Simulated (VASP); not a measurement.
Sn under changes of volume

One of the cells (34.479 Å³/atom); the others are scaled copies at fixed shape and fractional positions:

```
CELL_PARAMETERS angstrom
0.00000 3.25476 3.25476
3.25476 0.00000 3.25476
3.25476 3.25476 0.00000
ATOMIC_POSITIONS crystal
Sn 0.75000 0.75000 0.75000
Sn 0.50000 0.50000 0.50000
```

This isn't the form of Sn at room conditions, which is tetragonal (white tin).

* Program: VASP 6.6.1
* Functional: r2SCAN
* Potentials or basis: VASP PAW PBE potentials, release 64 (Sn_d)
* Cutoff: 520 eV
* k mesh: 7 × 7 × 7
* Occupations: fermi-dirac, width 0.05 eV
* Spin: no spin polarisation

| volume (Å³/atom) | energy over the lowest point (meV/atom) | pressure (GPa) |
| --- | --- | --- |
| 31.775 | 62.01 | 5.9 |
| 32.451 | ? | ? |
| 33.127 | 22.60 | 3.3 |
| 34.479 | 3.32 | 1.2 |
| 35.155 | 0.00 | 0.3 |
| 35.831 | 0.29 | -0.5 |

Task: What does the run at 32.451 Å³/atom give?

Result: Energy over the lowest point 39.59 meV/atom; pressure 4.6 GPa.

Worked out: A Birch-Murnaghan fit of order 3 (a polynomial in V^(-2/3)) to the other rows has its minimum at 35.43 Å³/atom with B0 = V·E''(V) = 43 GPa and B' = 4.6. It gives 39.51 meV/atom at 32.451 Å³/atom, against the run's 39.59, and -dE/dV = 4.6 GPa, against 4.6.

Energies are extrapolated to zero smearing.

Caveats: the PAW data sets were made with another functional, which shifts forces and pressure a little.
